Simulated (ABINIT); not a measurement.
Crystal: Mo.

```
Mo
1.0
    -1.58381    1.58381    1.58381
     1.58381   -1.58381    1.58381
     1.58381    1.58381   -1.58381
Mo
1
Direct
  0.00000 0.00000 0.00000
```

Program: ABINIT 10.8.3 (patched build). Alike in all runs: potentials or basis JTH PAW PBE v2.0; no spin polarisation; cell as given; smearing fermi-dirac 0.05 eV. Hardware: 1 thread of Intel(R) Xeon(R) Processor @ 2.70GHz, with other jobs on the host.

Task: Order these runs on this cell by their wall time, lowest first.
A. task band structure; level r2SCAN; k mesh 12 × 12 × 12; cutoff (eV) 490; fine-grid cutoff 979.61 eV; mesh quality not flagged
B. task single point; level PBEsol; k mesh 7 × 7 × 7; cutoff (eV) 408; fine-grid cutoff 816.342 eV; mesh quality coarse
C. task single point; level PBE; k mesh 16 × 16 × 16; cutoff (eV) 408; fine-grid cutoff 816.342 eV; mesh quality not flagged

Result: B (5.7 s), C (12 s), A (29 s).

Caveats: some runs use coarse meshes.
